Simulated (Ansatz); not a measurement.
The system is CsSnBr3.

```
Cs Sn Br
1.0
     5.83901    0.00000    0.00000
     0.00000    5.83901    0.00000
     0.00000    0.00000    5.83901
Cs Sn Br
1 1 3
Cartesian
  0.0000 0.0000 0.0000
  2.9195 2.9195 2.9195
  0.0000 2.9195 2.9195
  2.9195 2.9195 0.0000
  2.9195 0.0000 2.9195
```

The cell is a database's computed one.

Base run:

```yaml
Program: Ansatz 0.2.0
Functional: LDA
Potentials_or_basis: all-electron LAPW, scalar-relativistic
Cutoff: 185 eV (chosen from the basis error)
Basis_error_allowed: 0.002 eV/atom
k_mesh: 5 × 5 × 5
Occupations: fermi-dirac, width 0.05 eV
Spin: no spin polarisation
```

Its results: pressure -2.0 GPa.

**Question.** The run is repeated on the same cell with these changes: functional from LDA to PBEsol. What comes out?

**Answer.** Pressure -0.9 GPa.

PBEsol binds less tightly than LDA, so the same cell stands under more pressure.
